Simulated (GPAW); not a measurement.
Ta2S:

```xyz
3
Lattice="2.8048 0.0000 0.0000 0.0000 2.8048 0.0000 0.0000 0.0000 7.5337" Properties=species:S:1:pos:R:3 pbc="T T T"
Ta    1.4024    1.4024    1.4007
Ta    1.4024    1.4024    6.1330
S     1.4024    1.4024    3.7669
```

The cell was built by a generator and needn't be a form met in nature.

- Program: GPAW 26.7.0
- Task: relaxation of cell and atoms
- Functional: LDA
- Potentials or basis: the program's PAW data sets (release 1.2.1) made for this functional
- Cutoff: 600 eV
- Basis: pw
- k mesh: 7 × 7 × 3
- Occupations: fermi-dirac, width 0.05 eV
- Spin: no spin polarisation

At the start: pressure -8.7 GPa; volume 19.76 Å³/atom.

Task: How do energy, volume and symmetry change on relaxing?

Result: Over 7 steps the energy falls by 40.3 meV/atom and the volume is 18.37 Å³/atom (-7.0 %); space group P4/mmm (No. 123, to 0.05 Å).

The path:
```csv
step,energy change (eV),largest force (eV/Å),pressure (GPa),volume (Å³)
1,0.0000,0.1400,-8.75,59.27
2,-0.0447,0.0786,-6.94,58.36
3,-0.1125,0.1569,0.39,55.24
4,-0.1162,0.0956,-0.01,55.32
5,-0.1208,0.0410,-0.09,55.17
6,-0.1209,0.0309,0.00,55.14
7,-0.1210,0.0103,0.08,55.11
```

Final structure:
```cif
data_structure
_symmetry_space_group_name_H-M 'P 1'
_symmetry_Int_Tables_number 1
_cell_length_a 2.7271
_cell_length_b 2.7271
_cell_length_c 7.4098
_cell_angle_alpha 90.000
_cell_angle_beta 90.000
_cell_angle_gamma 90.000
_cell_volume 55.11
loop_
_atom_site_label
_atom_site_type_symbol
_atom_site_fract_x
_atom_site_fract_y
_atom_site_fract_z
_atom_site_occupancy
Ta1 Ta 0.50000 0.50000 0.18621 1
Ta2 Ta 0.50000 0.50000 0.81379 1
S1 S 0.50000 0.50000 0.50000 1
```

Caveat: later steps reuse the first step's grids.
